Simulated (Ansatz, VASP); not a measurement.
**SnTe in VASP and in Ansatz**

The input INCAR:

```
PREC = Accurate
ENCUT = 520
EDIFF = 1E-7
ISMEAR = -1
SIGMA = 0.05
LREAL = False
LASPH = True
NELM = 100
ALGO = Normal
ISIF = 2
LWAVE = False
LCHARG = False
GGA = PE
ALDAC = 0.0
AGGAC = 0.0
NBANDS = 17
```

The input KPOINTS:

```
regular mesh
0
Gamma
  7 7 7
```

The input POSCAR:

```
SnTe
1.0
    0.0000000000      3.1717171644      3.1717171644
    3.1717171644      0.0000000000      3.1717171644
    3.1717171644      3.1717171644      0.0000000000
Te Sn
1 1
Direct
    0.5000000000      0.5000000000      0.5000000000
    0.0000000000      0.0000000000      0.0000000000
```

Contents of input.yaml:

```yaml
crystal:
  lattice:
    - [0.0, 3.1717171644, 3.1717171644]
    - [3.1717171644, 0.0, 3.1717171644]
    - [3.1717171644, 3.1717171644, 0.0]
  atoms:
    - { symbol: Te, position: [0.5, 0.5, 0.5] }
    - { symbol: Sn, position: [0.0, 0.0, 0.0] }
hamiltonian:
  xc: { exchange: pbe, correlation: none }
  pseudopotentials: { kind: paw }
kpoints:
  mp_grid: { grid: [7, 7, 7] }
scf:
  occupations: { method: fermi_dirac, width: 0.05 }
output:
  forces: true
  stress: true
  eigenvalues: true
```

Alike in both runs: task single point; functional PBE exchange alone; k mesh 7 × 7 × 7; occupations fermi-dirac, width 0.05 eV; no spin polarisation.

|  | VASP | Ansatz |
| --- | --- | --- |
| version | VASP 6.6.1 | Ansatz 0.2.0 |
| potentials or method | VASP PAW PBE potentials, release 64 (Te, Sn_d) | Ansatz PAW |
| plane-wave cutoff (eV) | 520 | 420 |
| valence electrons in the cell | 20 | 30 |

|  | VASP | Ansatz | Ansatz less VASP |
| --- | --- | --- | --- |
| gap on the k mesh at the Fermi level (eV) | 0.69 | 0.69 | +0.002 |
| least direct gap on the mesh (eV) | 0.69 | 0.69 | +0.002 |
| pressure (GPa) | 10.0 | 10.0 | -0.02 |

The two sets of potentials don't hold the same shells in valence.

Caveats: the PAW data sets come from PBE, with cores solved anew for the run's functional, which leaves a small shift of forces and pressure (Ansatz). The runs have no spin-orbit coupling, so splittings on Te are missing.
